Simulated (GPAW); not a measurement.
# Al2O3 (Corundum) (R-3c) in GPAW: notebook, part 3 of 3

GPAW 26.7.0. Earlier steps stand in the parts before.

### 4 Energy-loss spectrum, LDA

The input, run.py:

```python
import numpy as np
import spglib
from ase import Atoms
from ase.dft.bandgap import bandgap
from ase.io import read, write
from gpaw import GPAW, PW
from gpaw.response.df import DielectricFunction

atoms = read('Al2O3.cif')
cell, positions, numbers = spglib.find_primitive(
    (atoms.cell[:], atoms.get_scaled_positions(), atoms.numbers), symprec=1e-4)
atoms = Atoms(numbers, cell=cell, scaled_positions=positions, pbc=True)

calc = GPAW(mode=PW(600),
            xc='LDA',
            kpts={'size': (6, 6, 6), 'gamma': True},
            occupations={'name': 'fermi-dirac', 'width': 0.001},
            nbands=44,
            convergence={'density': 1e-06},
            maxiter=150,
            txt='gpaw.txt')
atoms.calc = calc
energy = atoms.get_potential_energy()
calc.write('gs.gpw')
write('result.traj', atoms)
print(f'Energy: {energy:.6f} eV')
print('Fermi level:', round(calc.get_fermi_level(), 4), 'eV')
print(f'Gap: {bandgap(calc)[0]:.4f} eV, direct: {bandgap(calc, direct=True)[0]:.4f} eV')

dense = calc.fixed_density(kpts={'size': (3, 3, 3), 'gamma': True},
                           nbands=310, convergence={'bands': 304},
                           update_fermi_level=True, txt='dense.txt')
dense.write('dense.gpw', mode='all')

df = DielectricFunction('dense.gpw', frequencies={'type': 'nonlinear', 'domega0': 0.1, 'omega2': 10},
                        eta=0.3, ecut=70, nbands=304, txt='df.txt')
for i, q_c in enumerate([[0.3333333333, 0.3333333333, 0.3333333333], [0.6666666667, 0.6666666667, 0.6666666667]]):
    eels0, eels = df.get_eels_spectrum(xc='RPA', q_c=q_c, filename=f'eels_{i}.csv')
    q = np.linalg.norm(2 * np.pi * np.array(q_c) @ atoms.cell.reciprocal())
    w = df.get_frequencies()
    print(f'|q| = {q:.4f} 1/A: loss peak at {w[eels[w < 45].argmax()]:.3f} eV (below 45 eV)')
```

The input, Al2O3.cif:

```cif
data_Al2O3
_cell_length_a 4.76050000
_cell_length_b 4.76050000
_cell_length_c 12.99560000
_cell_angle_alpha 90.00000000
_cell_angle_beta 90.00000000
_cell_angle_gamma 120.00000000
_space_group_name_H-M_alt 'R-3c'
_space_group_name_Hall '-R 3 2"c'
_space_group_IT_number 167
loop_
_space_group_symop_operation_xyz
'x,y,z'
'-x,-y,-z'
'-y,x-y,z'
'y,-x+y,-z'
'-x+y,-x,z'
'x-y,x,-z'
'y,x,-z+1/2'
'-y,-x,z+1/2'
'x-y,-y,-z+1/2'
'-x+y,y,z+1/2'
'-x,-x+y,-z+1/2'
'x,x-y,z+1/2'
'x+2/3,y+1/3,z+1/3'
'-x+2/3,-y+1/3,-z+1/3'
'-y+2/3,x-y+1/3,z+1/3'
'y+2/3,-x+y+1/3,-z+1/3'
'-x+y+2/3,-x+1/3,z+1/3'
'x-y+2/3,x+1/3,-z+1/3'
'y+2/3,x+1/3,-z+5/6'
'-y+2/3,-x+1/3,z+5/6'
'x-y+2/3,-y+1/3,-z+5/6'
'-x+y+2/3,y+1/3,z+5/6'
'-x+2/3,-x+y+1/3,-z+5/6'
'x+2/3,x-y+1/3,z+5/6'
'x+1/3,y+2/3,z+2/3'
'-x+1/3,-y+2/3,-z+2/3'
'-y+1/3,x-y+2/3,z+2/3'
'y+1/3,-x+y+2/3,-z+2/3'
'-x+y+1/3,-x+2/3,z+2/3'
'x-y+1/3,x+2/3,-z+2/3'
'y+1/3,x+2/3,-z+1/6'
'-y+1/3,-x+2/3,z+1/6'
'x-y+1/3,-y+2/3,-z+1/6'
'-x+y+1/3,y+2/3,z+1/6'
'-x+1/3,-x+y+2/3,-z+1/6'
'x+1/3,x-y+2/3,z+1/6'
loop_
_atom_site_label
_atom_site_type_symbol
_atom_site_symmetry_multiplicity
_atom_site_Wyckoff_symbol
_atom_site_fract_x
_atom_site_fract_y
_atom_site_fract_z
_atom_site_occupancy
Al1 Al 12 c 0.6666666667 0.3333333333 0.1854933333 1
O1 O 18 e 0.9733466667 0.6400133333 0.0833333333 1
```

Potentials or basis: the program's PAW data sets (release 1.2.1) made for this functional, pw.

Run with:

```console
$ OMP_NUM_THREADS=1 python run.py
```

gpaw.txt:

```text
__  _  _
 | _ |_)|_||  |
 |__||  | ||/\| - 26.7.0

Input parameters:
  mode=PW(ecut=600.0),
  convergence={'density': 1e-06},
  kpts=MonkhorstPack(size=(6, 6, 6), gamma=True),
  maxiter=150,
  nbands=44,
  occupations=Occupations(name='fermi-dirac', width=0.001),
  xc=XC(name='LDA')

Diagonalizing LCAO Hamiltonian
Converting LCAO to pw mode

            Al

           OAl
                O
         O     O
        O
            AO

            Al

Atoms  # Å, Bohr magnetons
|   | symbol |         x |         y |         z |    initial magnetic moments |
|---|--------|-----------|-----------|-----------|-----------------------------|
| 0 |     Al |  0.000000 |  0.000000 | 11.074330 | ( 0.0000,  0.0000,  0.0000) |
| 1 |     Al | -0.000000 | -0.000000 |  1.921270 | ( 0.0000,  0.0000,  0.0000) |
| 2 |     Al | -0.000000 | -0.000000 |  8.419070 | ( 0.0000,  0.0000,  0.0000) |
| 3 |     Al | -0.000000 |  0.000000 |  4.576530 | ( 0.0000,  0.0000,  0.0000) |
| 4 |      O | -1.650275 | -0.109884 |  5.414833 | ( 0.0000,  0.0000,  0.0000) |
| 5 |      O |  1.650275 |  0.109884 |  7.580767 | ( 0.0000,  0.0000,  0.0000) |
| 6 |      O |  0.920300 | -1.374238 |  5.414833 | ( 0.0000,  0.0000,  0.0000) |
| 7 |      O | -0.920300 |  1.374238 |  7.580767 | ( 0.0000,  0.0000,  0.0000) |
| 8 |      O |  0.729975 |  1.484122 |  5.414833 | ( 0.0000,  0.0000,  0.0000) |
| 9 |      O | -0.729975 | -1.484122 |  7.580767 | ( 0.0000,  0.0000,  0.0000) |

Unit cell  # Å
| periodic |         x |         y |        z |  lengths |    angles |
|----------|-----------|-----------|----------|----------|-----------|
|      yes |  2.380250 |  1.374238 | 4.331867 | 5.130223 | 55.286671 |
|      yes | -2.380250 |  1.374238 | 4.331867 | 5.130223 | 55.286671 |
|      yes |  0.000000 | -2.748476 | 4.331867 | 5.130223 | 55.286671 |

Number of symmetries: 6
Symmetry operations  # r_c * U_cc + t_c -> r_c
|   | kind |            matrix            |
|---|------|------------------------------|
| 0 |  E   |  1, 0, 0,  0, 1, 0,  0, 0, 1 |
| 1 |  C3  |  0, 1, 0,  0, 0, 1,  1, 0, 0 |
| 2 |  C3  |  0, 0, 1,  1, 0, 0,  0, 1, 0 |
| 3 |  S6  |  0, 0,-1, -1, 0, 0,  0,-1, 0 |
| 4 |  S6  |  0,-1, 0,  0, 0,-1, -1, 0, 0 |
| 5 |  i   | -1, 0, 0,  0,-1, 0,  0, 0,-1 |

BZ-sampling:
  Number of BZ points: 216
  Number of IBZ points: 40

  Monkhorst-Pack size: [6, 6, 6]
  Monkhorst-Pack shift: [0.08333333333333333, 0.08333333333333333, 0.08333333333333333]

K-points  # in reciprocal-cell coordinates
|     |                                coordinates |     weight |
|-----|--------------------------------------------|------------|
|   0 | (  0.00000000,   0.00000000,   0.00000000) | 0.00462963 |
|   1 | (  0.16666667,   0.00000000,  -0.16666667) | 0.02777778 |
|   2 | (  0.16666667,   0.00000000,   0.00000000) | 0.02777778 |
|   3 | (  0.16666667,   0.16666667,  -0.16666667) | 0.02777778 |
[... 49 lines left out ...]

    Using partial waves for Al as LCAO basis

  O:
    name:    Oxygen
    Z:       8.0
    valence: 6
    core:    2
    charge:  0.0  # [|e|]
    compensation charges:
      type: gauss
      rc: 0.21  # [Å]
      lmax: 2
    cutoffs:
      filter: 1.17  # [Å]
      core: 0.83  # [Å]
    projectors
    | kind |    occ | energy [eV] | rcut [Å] |
    |------|--------|-------------|----------|
    |   2s |  2.000 |     -23.752 |    0.688 |
    |   2p |  4.000 |      -9.195 |    0.598 |
    |    s |        |       3.459 |    0.688 |
    |    p |        |      18.016 |    0.598 |
    |    d |        |       0.000 |    0.619 |

    Using partial waves for O as LCAO basis

Reference energy: -38481.133639  # eV

eigensolver:
  PPCG
  Converge bands: occupied
  niter=2

density mixing:
  MSR1-Mixer
  Pratt-step length: 0.05
  Maximum mixing coefficient: 0.75
  Old densities: 10
  SVD Regularization: 0.005
  Good broyden scale: 1.0
  Trust region scale: 1.0
  Backstep threshold: 4.0
  History deletion threshold: 6.0
  Fourier metric: weight=20.0, sigma=0.015

occupation numbers:
  Fermi-Dirac:
    width: 0.0010  # eV

poisson solver:
  ecut: 4800.0  # eV

xc functional:
  name: None

convergence criteria:
- Maximum integral of absolute [dens]ity change: 1e-06 electrons / valence electron
- Maximum [total energy] change in last 3 cyles: 0.0005 eV / valence electron
- Maximum integral of absolute [eigenst]ate change: 4e-08 eV^2 / valence electron
maximum number of iterations: 150

SCF iterations
|iter     | |      energy | eigst |  dens |
|---------|-|-------------|-------|-------|
|iter:   1| |  -90.475625 | +0.17 |       |
|iter:   2| |  -88.804042 | -1.99 | -0.72 |
|iter:   3| |  -83.656235 | -1.14 | -0.78 |
|iter:   4| |  -83.627844 | -2.91 | -1.36 |
|iter:   5| |  -83.630253 | -3.89 | -1.67 |
|iter:   6| |  -83.630348c| -6.05 | -2.93 |
|iter:   7| |  -83.630358c| -7.01 | -3.37 |
|iter:   8| |  -83.630358c| -7.62c| -4.64 |
|iter:   9| |  -83.630358c| -8.75c| -5.32 |
|iter:  10| |  -83.630358c| -9.91c| -6.12c|

Converged in 10 steps
Energy contributions relative to reference atoms: (reference = -38481.133639)

Energy contributions:
  Kinetic:          81.955570
  Coulomb:         -71.997448
  Zero:              0.823699
  External:          0.000000
  Xc:              -94.412179
  Entropy:          -0.000000
  Spinorbit:         0.000000
  ----------------------------
  Free energy:     -83.630358
  Extrapolated:    -83.630358

dipole moment: (-0.000000, -0.000000, -0.000003)  # |e|*Ang

Fermi level: 7.409
Eigenvalues  # (at kpt = [0.000, 0.000, 0.000])
| band index |      eig [eV] | occ [0-2] |
|------------|---------------|-----------|
|          0 |       -13.123 |     2.000 |
|        ... |               |           |
|         16 |         4.461 |     2.000 |
|         17 |         4.593 |     2.000 |
|         18 |         4.593 |     2.000 |
|         19 |         5.403 |     2.000 |
|         20 |         5.403 |     2.000 |
|         21 |         5.875 |     2.000 |
[... 8 lines left out ...]
|         30 |        18.044 |     0.000 |
|         31 |        18.044 |     0.000 |
|        ... |               |           |
|         43 |        25.385 |     0.000 |

Gap: 6.167 eV
Transition (v -> c):
  (s=0, k=0, n=23, [0.00, 0.00, 0.00]) -> (s=0, k=0, n=24, [0.00, 0.00, 0.00])
No difference between direct/indirect transitions
# Writing to gs.gpw (mode='')
```

df.txt:

```text
NonLinearFrequencyDescriptor(from 0.000 to 140.403 eV, 207 points)
NonLinearFrequencyDescriptor(from 0.000 to 140.403 eV, 207 points)

Calculating chi0 body with:
    Ground state adapter containing:
    Number of spins: 1
    Number of kpoints: 27
    Number of irreducible kpoints: 6
    Number of completely occupied states: 24
    Number of partially occupied states: 24

    Linear response parametrization:
    q_c: [0.3333333333, 0.3333333333, 0.3333333333]
    Number of frequency points: 207
    Planewave cutoff: 70.0
    Number of bands: 304
    Number of planewaves: 120
    Broadening (eta): 0.3

Integrating chi0 body.

Symmetries of q_c:
    Direct symmetries (Uq -> q): 3
    Indirect symmetries (TUq -> q): 0
In total 3 allowed symmetries.

Integral kind: spectral function

Finished calculating chi0

Calculating chi0 body with:
    Ground state adapter containing:
    Number of spins: 1
    Number of kpoints: 27
    Number of irreducible kpoints: 6
    Number of completely occupied states: 24
    Number of partially occupied states: 24

    Linear response parametrization:
    q_c: [0.6666666667, 0.6666666667, 0.6666666667]
    Number of frequency points: 207
    Planewave cutoff: 70.0
    Number of bands: 304
    Number of planewaves: 120
    Broadening (eta): 0.3

Integrating chi0 body.

Symmetries of q_c:
    Direct symmetries (Uq -> q): 3
    Indirect symmetries (TUq -> q): 0
In total 3 allowed symmetries.

Integral kind: spectral function

Finished calculating chi0
```

Run time: 13 min. Hardware: 1 thread of Arm Neoverse V2, shared host; peak memory 0.78 GiB.

Results:

- Free energy: -83.6304 eV
- Band gap on the k mesh: 6.17 eV, direct

Caveat: the k mesh is coarse (spacing up to 0.53 Å⁻¹), so the values aren't converged; the highest transitions drop out of the frequency grid; an odd mesh through Γ misses points on the zone boundary, where band edges often lie.

### 5 Overview

```csv
task,smearing,kernel,response ecut,maxiter,response k mesh,response bands,other keys,mesh quality,gap on the mesh (eV)
eps q,fermi-dirac 0.001 eV,RPA,50 eV,150,4 × 4 × 4,124,-,coarse,6.17
dielectric tensor,fermi-dirac 0.05 eV,-,120 eV,80,5 × 5 × 5,124,"several, not listed",not flagged,6.17
energy-loss spectrum,fermi-dirac 0.001 eV,RPA,70 eV,150,3 × 3 × 3,304,-,coarse,6.17
```

Alike in all rows: level LDA; potentials or basis the program's PAW data sets (release 1.2.1) made for this functional, pw; no spin polarisation; cell as given; k mesh 6 × 6 × 6; cutoff (eV) 600.

Caveats: some runs use coarse meshes; an odd mesh through Γ misses points on the zone boundary, where band edges often lie (some runs); the long-wavelength limit can be off by a per cent or two (some runs); the highest transitions drop out of the frequency grid (some runs).

Absolute energies hang on the potentials; compare differences alone.

### 6 Against experiment

Step 2. Against the measured gap of Al2O3, 8.7 eV (optical; quoted in “Multi-petahertz electron interference in Cr:Al2O3 solid-state material”, 2018, pmc:5906618), the calculated 6.17 eV is off by -2.53 eV. The value is that of LDA on a finite k mesh, which can miss the band edges, without temperature or zero-point motion. Semilocal functionals fall short of measured gaps as a rule.
